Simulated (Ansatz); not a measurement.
Uniaxial strain in SnS2

Cell: a structure deposited in the COD, ions relaxed with PBE at fixed cell.

```
Sn S
1.0
     3.60500    0.00000    0.00000
    -1.80250    3.12202    0.00000
     0.00000    0.00000    5.46000
Sn S
1 2
Direct
  0.00000 0.00000 0.00000
  0.66667 0.33333 0.72870
  0.33333 0.66667 0.27130
```

Sites (sets of like atoms) are named by element and the number of their first atom in this list.

The numbers come from a DFT calculation in Ansatz (PBE, plane waves and PAW, scalar-relativistic, 420 eV cutoff, Γ-centred 14×14×8 k-points, Fermi–Dirac smearing 0.02 eV).

The cell is stretched along z (the third Cartesian axis of the run's cell), x and y held, and the ions relax again each time. Tension counts as positive.

```
strain along z (%)  stress along z (GPa)  stress along x (GPa)  gap on the k-mesh (eV)
                -3                  -9.6                  -9.3                    0.81
                -2                  -8.6                  -8.7                    0.85
                -1                  -7.8                  -8.2                    0.91
                 0                  -7.0                  -7.7                    0.96
                +1                  -6.2                  -7.3                    1.02
                +2                  -5.6                  -6.9                    1.08
                +3                     ?                     ?                       ?
```

(1) Estimate the row at +3 % from the others.

Answers

(1) stress along z (GPa): -5.1; stress along x (GPa): -6.6; gap on the k-mesh (eV): 1.15. Worked: parabolas through the other 6 rows give -5.0 and -6.6 GPa at +3 %. Their slopes at zero strain are 75 GPa (the stiffness along z) and 44 GPa (the coupling of z to x). They hold at this cell, where the calculated pressure is 7.4 GPa. The gap opens by 57 meV per per cent of stretch between the rows next to zero strain; the parabola gives 1.15 eV for the withheld row.

PBE gaps are too small, by a third to a half in many semiconductors; their changes with strain are better.

All values belong to this cell and structure model.
